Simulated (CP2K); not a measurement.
# Ta (P6_3/mmc) in CP2K: reference runs

Reference runs on Ta: the cell as given and a disturbed copy.

Program: CP2K 2026.2. These are calculated values, not measurements. Logs are shortened: lines on timing, memory, paths and dates and some standing lists are left out, and cuts for length are marked.

### Step 1. The structure

It takes space group P6_3/mmc (No. 194, hexagonal). The conventional cell has a = 2.900 Å, b = 2.900 Å, c = 5.166 Å, α = 90.00°, β = 90.00°, γ = 120.00°. Around Ta (site symmetry -6m2) lie 12 Ta at 2.90 to 3.08 Å.

This isn't the form of Ta at room conditions, which is bcc.

### Step 2. Single point, PBE

File ta_scf.inp:

```
&GLOBAL
  PROJECT ta_scf
  RUN_TYPE ENERGY_FORCE
  PRINT_LEVEL LOW
&END GLOBAL
&FORCE_EVAL
  METHOD QS
  STRESS_TENSOR ANALYTICAL
  &DFT
    BASIS_SET_FILE_NAME BASIS_MOLOPT_UZH
    POTENTIAL_FILE_NAME POTENTIAL_UZH
    &MGRID
      CUTOFF 450
      REL_CUTOFF 60
      NGRIDS 4
    &END MGRID
    &QS
      METHOD GPW
      EPS_DEFAULT 1.0E-10
    &END QS
    &KPOINTS
      SCHEME MONKHORST-PACK 11 11 5
      GAMMA_CENTERED T
      SYMMETRY T
      SYMMETRY_BACKEND SPGLIB
    &END KPOINTS
    &SCF
      SCF_GUESS ATOMIC
      EPS_SCF 1.0E-6
      MAX_SCF 100
      ADDED_MOS 16
      CHOLESKY OFF
      EPS_EIGVAL 1.0E-7
      &DIAGONALIZATION ON
        ALGORITHM STANDARD
      &END DIAGONALIZATION
      &MIXING ON
        METHOD BROYDEN_MIXING
        ALPHA 0.4
        BETA 1.5
        NBUFFER 8
      &END MIXING
      &SMEAR ON
        METHOD FERMI_DIRAC
        ELECTRONIC_TEMPERATURE [K] 580.226
      &END SMEAR
    &END SCF
    &XC
      &XC_FUNCTIONAL
        &GGA_X_PBE
        &END GGA_X_PBE
        &GGA_C_PBE
        &END GGA_C_PBE
      &END XC_FUNCTIONAL
    &END XC
    &PRINT
      &KPOINTS ON
      &END KPOINTS
      &MULLIKEN ON
      &END MULLIKEN
      &MO ON
        ENERGIES T
        OCCUPATION_NUMBERS T
        &EACH
          QS_SCF 0
        &END EACH
        ADD_LAST NUMERIC
      &END MO
      &LOWDIN ON
      &END LOWDIN
      &HIRSHFELD ON
        SHAPE_FUNCTION DENSITY
      &END HIRSHFELD
    &END PRINT
  &END DFT
  &SUBSYS
    &CELL
      A 2.9003720726 0.0000000000 0.0000000000
      B -1.4501860363 2.5117958953 0.0000000000
      C 0.0000000000 0.0000000000 5.1662740000
      PERIODIC XYZ
    &END CELL
    &COORD
      SCALED
      Ta  0.3333333333 0.6666666667 0.2500000000
      Ta  0.6666666667 0.3333333333 0.7500000000
    &END COORD
    &KIND Ta
      BASIS_SET TZVP-MOLOPT-PBE-GTH-q13
      POTENTIAL GTH-PBE-q13
    &END KIND
    &PRINT
      &ATOMIC_COORDINATES ON
      &END ATOMIC_COORDINATES
      &CELL ON
      &END CELL
    &END PRINT
  &END SUBSYS
  &PRINT
    &FORCES ON
    &END FORCES
    &STRESS_TENSOR ON
    &END STRESS_TENSOR
  &END PRINT
&END FORCE_EVAL
```

Potentials or basis: POTENTIAL_UZH Ta GTH-PBE-q13; TZVP-MOLOPT-PBE-GTH basis.

The run is started by

```console
> OMP_NUM_THREADS=1 cp2k.psmp -i ta_scf.inp -o ta_scf.out
```

ta_scf.out:

```text

 CP2K| version string:                                       CP2K version 2026.2
 CP2K| Input file name                                                ta_scf.inp

 GLOBAL| Force Environment number                                              1
 GLOBAL| Basis set file name                                    BASIS_MOLOPT_UZH
 GLOBAL| Potential file name                                       POTENTIAL_UZH
 GLOBAL| MM Potential file name                                     MM_POTENTIAL
 GLOBAL| Coordinate file name                                      __STD_INPUT__
 GLOBAL| Method name                                                        CP2K
 GLOBAL| Project name                                                     ta_scf
 GLOBAL| Run type                                                   ENERGY_FORCE
 GLOBAL| FFT library                                                       FFTW3
 GLOBAL| Diagonalization library                                       ScaLAPACK
 GLOBAL| Cholesky decomposition library                                ScaLAPACK
 GLOBAL| DGEMM library                                                      BLAS
 GLOBAL| Direct generalized diagonalization requested                          F
 GLOBAL| Matrix multiplication library                                 ScaLAPACK
 GLOBAL| Global print level                                                  LOW
 GLOBAL| Total number of message passing processes                             1
 GLOBAL| Number of threads for this process                                    1
 GLOBAL| CPU model name                                                  UNKNOWN

 CELL| Volume [angstrom^3]:                                            37.637043
 CELL| Vector a [angstrom]:       2.900     0.000     0.000   |a| =     2.900372
 CELL| Vector b [angstrom]:      -1.450     2.512     0.000   |b| =     2.900372
 CELL| Vector c [angstrom]:       0.000     0.000     5.166   |c| =     5.166274
 CELL| Angle (b,c), alpha [degree]:                                    90.000000
 CELL| Angle (a,c), beta  [degree]:                                    90.000000
 CELL| Angle (a,b), gamma [degree]:                                   120.000000
 CELL| Numerically orthorhombic:                                              NO
 CELL| Periodicity                                                           XYZ

 CELL_REF| Volume [angstrom^3]:                                        37.637043
 CELL_REF| Vector a [angstrom     2.900     0.000     0.000   |a| =     2.900372
 CELL_REF| Vector b [angstrom    -1.450     2.512     0.000   |b| =     2.900372
 CELL_REF| Vector c [angstrom     0.000     0.000     5.166   |c| =     5.166274
 CELL_REF| Angle (b,c), alpha [degree]:                                90.000000
 CELL_REF| Angle (a,c), beta  [degree]:                                90.000000
 CELL_REF| Angle (a,b), gamma [degree]:                               120.000000
 CELL_REF| Numerically orthorhombic:                                          NO
 CELL_REF| Periodicity                                                       XYZ

[... 8 lines left out ...]
 TOTAL NUMBERS AND MAXIMUM NUMBERS

  Total number of            - Atomic kinds:                                   1
                             - Atoms:                                          2
                             - Shell sets:                                     2
                             - Shells:                                        22
                             - Primitive Cartesian functions:                 12
                             - Cartesian basis functions:                     82
                             - Spherical basis functions:                     70

  Maximum angular momentum of- Orbital basis functions:                        3
                             - Local part of the GTH pseudopotential:          2
                             - Non-local part of the GTH pseudopotential:      4

 MODULE QUICKSTEP: ATOMIC COORDINATES IN ANGSTROM

   Atom Kind Element         X             Y             Z       Z(eff)     Mass
      1    1 Ta   73     -0.000000      1.674531      1.291568  13.0000 180.9479
      2    1 Ta   73      1.450186      0.837265      3.874705  13.0000 180.9479

 SCF PARAMETERS         Density guess:                                    ATOMIC
                        --------------------------------------------------------
                        max_scf:                                             100
                        max_scf_history:                                       0
                        max_diis:                                              4
[... 5 lines left out ...]
                        --------------------------------------------------------
                        level_shift [a.u.]:                             0.000000
                        added MOs                                        16    0
                        --------------------------------------------------------
                        Mixing method:                            BROYDEN_MIXING
                                                charge density mixing in g-space
                        --------------------------------------------------------
[... 9 lines left out ...]
 *******************************************************************************
 BRILLOUIN| K-point scheme                                        Monkhorst-Pack
[... 14 lines left out ...]
 BRILLOUIN|     6           0.01983       -0.45455       -0.36364        0.00000
[... 32 lines left out ...]
 BRILLOUIN|    39           0.00992       -0.18182        0.00000        0.00000
 BRILLOUIN|    40           0.01983       -0.18182        0.09091       -0.40000
 [... further k-points ...]
 *******************************************************************************

 Extrapolation method: initial_guess

 Number of electrons:                                                         26
 Number of occupied orbitals:                                                 13
 Number of molecular orbitals:                                                29

 Number of orbital functions:                                                 70
 Number of independent orbital functions:                                     70

 SCF WAVEFUNCTION OPTIMIZATION

  Step     Update method      Time    Convergence         Total energy    Change
  ------------------------------------------------------------------------------
     1 NoMix/Diag. 0.40E+00    6.6     0.88083212      -117.1759018156 -1.17E+02
     2 Broy./Diag. 0.40E+00    5.9     0.01799271      -117.2637851127 -8.79E-02
     3 Broy./Diag. 0.40E+00    5.9     0.04481791      -116.6545759869  6.09E-01
     4 Broy./Diag. 0.40E+00    5.9     0.00360175      -116.3029814536  3.52E-01
     5 Broy./Diag. 0.40E+00    5.9     0.00309971      -116.3291268166 -2.61E-02
     6 Broy./Diag. 0.40E+00    5.9     0.00026916      -116.3346297846 -5.50E-03
     7 Broy./Diag. 0.40E+00    5.9     0.00012729      -116.3354180679 -7.88E-04
     8 Broy./Diag. 0.40E+00    6.0     0.00003191      -116.3351999344  2.18E-04
     9 Broy./Diag. 0.40E+00    6.0     0.00001956      -116.3350498169  1.50E-04
    10 Broy./Diag. 0.40E+00    5.9     0.00000246      -116.3350215272  2.83E-05
    11 Broy./Diag. 0.40E+00    5.9     0.00000138      -116.3350255876 -4.06E-06
    12 Broy./Diag. 0.40E+00    5.9     0.00000012      -116.3350257265 -1.39E-07

  *** SCF run converged in    12 steps ***

  Electronic density on regular grids:        -26.0000000001       -0.0000000001
  Core density on regular grids:               25.9999999971       -0.0000000029
  Total charge density on r-space grids:       -0.0000000030
  Total charge density g-space grids:          -0.0000000030

  Overlap energy of the core charge distribution:               0.00000000036155
  Self energy of the core charge distribution:               -173.27294007152298
  Core Hamiltonian energy:                                     37.10427458716804
  Hartree energy:                                              33.51327494543158
  Exchange-correlation energy:                                -13.67893469476396
  Electronic entropic energy:                                  -0.00070049279922
  Fermi energy:                                                 0.47067311050172

  Total energy:                                              -116.33502572649337
  Total energy (extrapolated to T->0):                       -116.33467548009376

 MO| EIGENVALUES AND OCCUPATION NUMBERS FOR K POINT 1
 MO|
 MO|  Index      Eigenvalue [a.u.]        Eigenvalue [eV]             Occupation
 MO|      1              -2.002347             -54.486643               2.000000
 MO|      2              -2.002144             -54.481109               2.000000
 MO|      3              -0.806062             -21.934065               2.000000
 MO|      4              -0.804733             -21.897894               2.000000
 MO|      5              -0.782375             -21.289510               2.000000
 MO|      6              -0.779878             -21.221554               2.000000
[... 476 lines left out ...]
 MO|     28               1.278264              34.783336               0.000000
 MO|     29               1.348829              36.703517               0.000000
 MO| Sum:                                                              24.082825
 MO| E(Fermi):            0.470673 a.u.         12.807667 eV

 [... the levels of further k-points ...]

 !-----------------------------------------------------------------------------!
                     Mulliken Population Analysis

 #  Atom  Element  Kind  Atomic population                           Net charge
       1     Ta       1         13.000000                             -0.000000
       2     Ta       1         13.000000                              0.000000
 # Total charge                             26.000000                  0.000000

 !-----------------------------------------------------------------------------!

 !-----------------------------------------------------------------------------!
                           Hirshfeld Charges

  #Atom  Element  Kind  Ref Charge     Population                    Net charge
      1       Ta     1      13.000         13.000                         0.000
      2       Ta     1      13.000         13.000                         0.000

  Total Charge                                                            0.000
 !-----------------------------------------------------------------------------!

 LOWDIN POPULATION ANALYSIS

 #  Atom  Element  Kind  Atomic population                           Net charge
       1     Ta       1         13.000000                             -0.000000
       2     Ta       1         13.000000                              0.000000
 # Total charge                             26.000000                  0.000000

 ENERGY| Total FORCE_EVAL ( QS ) energy [hartree]           -116.335025240503612

 FORCES| Atomic forces [hartree/bohr]
 FORCES|   Atom     x               y               z               |f|
 FORCES|      1 -8.20557523E-12  3.86134950E-08 -1.93112276E-10   3.86139788E-08
 FORCES|      2  8.45890593E-12 -3.86132198E-08  1.93133966E-10   3.86137037E-08
 FORCES| Sum     2.53330702E-13  2.75287109E-13  2.16902184E-14
 FORCES| Total atomic force                                       3.74739780E-13

 STRESS| Analytical stress tensor [bar]
 STRESS|                        x                   y                   z
 STRESS|      x       -2.11462814118E+04  -4.78140451942E-03   2.06835679937E-09
 STRESS|      y       -4.78140451942E-03  -2.11468953504E+04  -2.86072535034E-07
 STRESS|      z        2.06835679937E-09  -2.86072535034E-07  -1.62777390250E+04
 STRESS| 1/3 Trace                                            -1.95236385957E+04
 STRESS| Determinant                                          -7.27905003833E+12

 STRESS| Eigenvectors and eigenvalues of the analytical stress tensor [bar]
 STRESS|                        1                   2                   3
 STRESS| Eigenvalues  -2.11468953876E+04  -2.11462813746E+04  -1.62777390250E+04
 STRESS|      x           0.007787374380      0.999969677940      0.000000000000
 STRESS|      y           0.999969677940     -0.007787374380     -0.000000000059
 STRESS|      z           0.000000000059     -0.000000000001      1.000000000000
```

It took 89 s on 1 thread of Arm Neoverse V2, shared host; peak memory 0.38 GiB.

Results:

```
Free energy            : -3165.6370 eV
Pressure               : -2.0 GPa
Band gap on the k mesh : none (metal or under the smearing width)
```

Levels at points of the mesh, in eV from the Fermi level:
```
           k point  band 10  band 11  band 12  band 13  band 14  band 15  band 16  band 17
(0.00, 0.00, 0.00)    -4.90    -0.56    -0.16     0.61     0.61     1.17     1.17     2.99
```

Caveat: the basis of atomic orbitals isn't converged, which shifts pressures, moduli and gaps. The run has no spin-orbit coupling, so splittings on Ta are missing.

(Part 1 of 2 ends here.)
